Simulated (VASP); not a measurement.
# Sn (diamond), PBE single-point calculation: VASP's output and Ansatz's

POSCAR

```
Sn
 1.0000000000000000
     0.0000000000000000    3.2844597813481733    3.2844597813481733
     3.2844597813481733   -0.0000000000000000    3.2844597813481733
     3.2844597813481733    3.2844597813481733   -0.0000000000000000
 Sn
   2
Cartesian
 -0.0000000000000000 -0.0000000000000000 -0.0000000000000000
  1.6422298906740866  1.6422298906740866  1.6422298906740866
```

VASP ran with the recommended PBE PAW datasets (28 valence electrons in the cell).

From OUTCAR

```
k-points           NKPTS =     16   k-points in BZ     NKDIM =     16   number of bands    NBANDS=     21

   NELECT =      28.0000    total number of electrons

   dimension x,y,z NGX =    36 NGY =   36 NGZ =   36
   dimension x,y,z NGXF=    72 NGYF=   72 NGZF=   72

  energy-cutoff  :      520.00
  volume of cell :       70.86
      direct lattice vectors                 reciprocal lattice vectors
     0.000000000  3.284459781  3.284459781    -0.152232036  0.152232036  0.152232036
     3.284459781  0.000000000  3.284459781     0.152232036 -0.152232036  0.152232036
     3.284459781  3.284459781  0.000000000     0.152232036  0.152232036 -0.152232036

 k-points in reciprocal lattice and weights: KPOINTS created by Atomic Simulation Env
   0.00000000  0.00000000  0.00000000       0.005
   0.16666667  0.00000000  0.00000000       0.037
   0.33333333  0.00000000  0.00000000       0.037
   0.50000000  0.00000000  0.00000000       0.019
   0.16666667  0.16666667  0.00000000       0.028
   0.33333333  0.16666667  0.00000000       0.111
   0.50000000  0.16666667  0.00000000       0.111
  -0.33333333  0.16666667  0.00000000       0.111
   ...

 E-fermi :   5.1932

 k-point     1 :       0.0000    0.0000    0.0000
  band No.  band energies     occupation
      1     -16.3435      2.00000
      2     -16.3435      2.00000
      3     -16.3435      2.00000
      4     -16.2891      2.00000
      5     -16.2891      2.00000
      6     -16.0086      2.00000
      7     -16.0086      2.00000
      8     -16.0086      2.00000
      9     -16.0033      2.00000
     10     -16.0033      2.00000
     11      -5.0963      2.00000
     12       4.3819      2.00000
     13       5.3554      0.00060
     14       5.3554      0.00060
     15       5.3554      0.00060
     16       7.4223      0.00000
     17       7.4223      0.00000
     18       7.4223      0.00000
     19      10.2668      0.00000
     20      13.1398      0.00000
     21      13.1398      0.00000

 k-point     2 :       0.1667    0.0000    0.0000
  band No.  band energies     occupation
      1     -16.3581      2.00000
      2     -16.3581      2.00000
      3     -16.3376      2.00000
      4     -16.2679      2.00000
      5     -16.2679      2.00000
      6     -16.0374      2.00000
      7     -16.0374      2.00000
      8     -16.0159      2.00000
      9     -15.9786      2.00000
     10     -15.9786      2.00000
     11      -4.8398      2.00000
     12       2.4307      2.00000
     13       4.9353      1.99999
     14       4.9353      1.99999
     15       5.7374      0.00000
     16       7.9640      0.00000
     17       7.9640      0.00000
     18       8.5255      0.00000
     19      11.3549      0.00000
     20      12.1466      0.00000
     21      12.1466      0.00000

 k-point     3 :       0.3333    0.0000    0.0000
  band No.  band energies     occupation
      1     -16.3725      2.00000
      2     -16.3725      2.00000
      3     -16.3252      2.00000
      4     -16.2424      2.00000
      5     -16.2424      2.00000
      6     -16.0590      2.00000
      7     -16.0590      2.00000
      8     -16.0311      2.00000
      9     -15.9630      2.00000
     10     -15.9630      2.00000
     11      -4.1375      2.00000
     12       0.2281      2.00000
     13       4.4045      2.00000
     14       4.4045      2.00000
     15       5.3618      0.00044
     16       8.4537      0.00000
     17       8.4537      0.00000
     18      10.7887      0.00000
     19      11.4069      0.00000
     20      12.5393      0.00000
     21      12.5393      0.00000

 k-point     4 :       0.5000    0.0000    0.0000
  band No.  band energies     occupation
      1     -16.3765      2.00000
      2     -16.3765      2.00000
      3     -16.3186      2.00000
      4     -16.2342      2.00000
      5     -16.2342      2.00000
      6     -16.0651      2.00000
      7     -16.0651      2.00000
      8     -16.0391      2.00000
      9     -15.9586      2.00000
     10     -15.9586      2.00000
     11      -3.5456      2.00000
     12      -0.8926      2.00000
     13       4.2055      2.00000
     14       4.2055      2.00000
     15       5.1932      0.99870
     16       8.4846      0.00000
     17       8.4846      0.00000
     18      10.9421      0.00000
     19      13.6313      0.00000
     20      13.8528      0.00000
     21      13.9496      0.00000

 ...

  Total        0.6807532      0.6807532      0.6807532      0.0000000      0.0000000     -0.0000000
  in kB       15.3914118     15.3914118     15.3914118      0.0000000      0.0000000     -0.0000000
  external PRESSURE =      15.3914118 kB  Pullay stress =       0.0000000 kB

 POSITION                                       TOTAL-FORCE (eV/Angst)
 -----------------------------------------------------------------------------------
      0.00000      0.00000      0.00000        -0.000000     -0.000000     -0.000000
      1.64223      1.64223      1.64223         0.000000      0.000000      0.000000
 -----------------------------------------------------------------------------------
    total drift:                                0.000000      0.000000      0.000000

  FREE ENERGIE OF THE ION-ELECTRON SYSTEM (eV)
  ---------------------------------------------------
  free  energy   TOTEN  =        -7.6466460011 eV

  energy  without entropy=       -7.6461278825  energy(sigma->0) =       -7.64638694
```

The two codes use different PAW datasets and cutoffs. VASP's cell holds 28 valence electrons and Ansatz's 28. Ansatz's stress includes a Pulay correction; VASP's doesn't. Ansatz solved a whole band path, VASP its corner points and band edges.

Question: What does Ansatz give for the same cell and level of theory?

Answer: gap between bands v and c -0.16 eV (bands overlap: a metal); least direct gap 0.00 eV; pressure 1.6 GPa.

Ansatz printed

```
SCF 1 converged in 6 iterations: F = -12048.378745 eV  dr2 = 2.00e-10
  greatest PAW one-centre occupation: 0.990 electrons in one spin orbital (limit 2), on the Sn atom at site 1 (counted from 0), in its partial waves of l = 2
NSCF: frozen V_eff on 102 k-points
SCF converged after 6 iterations
Free energy (F): -12048.378745 eV
Harris-Foulkes:  -12048.378745 eV  (|F-HF|=8.37e-11)
Internal energy: -12048.378226 eV  (E = F + TS)
E sigma→0 (E₀):  -12048.378485 eV
Entropy (-TS):   -0.000518 eV (-0.259 meV/atom)
Fermi energy:    7.306447 eV
--- Per-component energies (eV) ---
  E_band       = -258.573329
  E_kinetic    = 374.104937
  E_local      = -2346.658257  (includes V_loc(G=0)·N_el)
  E_nonlocal   = -63.988283
  E_hartree    = 1342.178654
  E_xc         = -763.815969
  E_vxc        = -190.667421  (∫ρ·V_xc dr)
  E_paw        = -8275.766266  (= ΣΔE_a)
  E_vpaw       = -715.720865  (= ΣTr[D̂ρ^β])
  E_aug_tail   = -0.000001  (compensation charges beyond the density's cutoff)
  E_ewald      = -2314.433043
  E_smearing   = -0.000518  (= −TS)
  E_closure    = -0.000000  (closes the sum)
  Σ components = -12048.378745   (vs F -12048.378745, Δ=0.00e0)
--- Forces (eV/Å), atoms counted from 1 ---
  atom   1  Sn     0.00000000     0.00000000     0.00000000
  atom   2  Sn     0.00000000     0.00000000     0.00000000
  max |Σ_I F_I| component: 1.85e-17 eV/Å
--- Stress (GPa, compression-positive) ---
        1.594836       0.000000      -0.000000
        0.000000       1.594836       0.000000
       -0.000000      -0.000000       1.594836
  P = ⅓ Tr σ = 1.5948 GPa (15.948 kbar)
--- Band table (eV; the first three rows and the last of 16) ---
  k-point 0: bands = ["-14.2328", "-14.2328", "-14.2328", "-14.1785", "-14.1785", "-13.8972", "-13.8972", "-13.8972", "-13.8925", "-13.8925", "-2.9844", "6.4967", "7.4666", "7.4666", "7.4666", "9.5339", "9.5339", "9.5339"]
  k-point 1: bands = ["-14.2474", "-14.2474", "-14.2269", "-14.1573", "-14.1573", "-13.9264", "-13.9264", "-13.9046", "-13.8674", "-13.8674", "-2.7278", "4.5433", "7.0465", "7.0465", "7.8505", "10.0757", "10.0757", "10.6382"]
  k-point 2: bands = ["-14.2618", "-14.2618", "-14.2144", "-14.1317", "-14.1317", "-13.9482", "-13.9482", "-13.9199", "-13.8518", "-13.8518", "-2.0255", "2.3402", "6.5157", "6.5157", "7.4750", "10.5651", "10.5651", "12.9016"]
  k-point 15: bands = ["-14.2919", "-14.2919", "-14.1197", "-14.1197", "-14.0373", "-14.0373", "-13.9904", "-13.9904", "-13.8169", "-13.8169", "0.0303", "0.0303", "4.6060", "4.6060", "9.6504", "9.6504", "12.6364", "12.6364"]
```
